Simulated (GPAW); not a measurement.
Hf:

```
Hf
1.0
     3.19670    0.00000    0.00000
    -1.59835    2.76842    0.00000
     0.00000    0.00000    5.05780
Hf
2
Cartesian
  1.5984 0.9228 3.7934
  0.0000 1.8456 1.2645
```

```yaml
Program: GPAW 26.7.0
Task: relaxation of cell and atoms
Functional: PBEsol
Dispersion: D4
Potentials_or_basis: PAW data sets generated in the run's folder for this functional
Cutoff: 600 eV
Basis: pw
k_mesh: 10 × 10 × 5
Occupations: fermi-dirac, width 0.05 eV
Spin: no spin polarisation
```

At the start: pressure -4.4 GPa; volume 22.38 Å³/atom.

Q: How do energy, volume and symmetry change on relaxing?

A: Over 8 steps the energy falls by 12.9 meV/atom and the volume is 21.45 Å³/atom (-4.2 %); space group P6_3/mmc (No. 194, to 0.05 Å).

Step by step:
```tsv
step	energy change (eV)	largest force (eV/Å)	pressure (GPa)	volume (Å³)
1	0.0000	0.0000	-4.38	44.76
2	-0.0102	0.0000	-3.44	44.35
3	-0.0221	0.0000	-1.68	43.63
4	-0.0256	0.0000	0.58	42.78
5	-0.0256	0.0000	0.54	42.79
6	-0.0257	0.0000	0.48	42.82
7	-0.0257	0.0000	0.38	42.85
8	-0.0258	0.0000	0.27	42.89
```

Final structure:
```
Hf
1.0
     3.15357    0.00000    0.00000
    -1.57679    2.73107    0.00000
     0.00000    0.00000    4.98031
Hf
2
Direct
  0.66667 0.33333 0.75000
  0.33333 0.66667 0.25000
```

Caveat: later steps reuse the first step's grids; pairwise dispersion overbinds metals, which lowers pressure and volume.
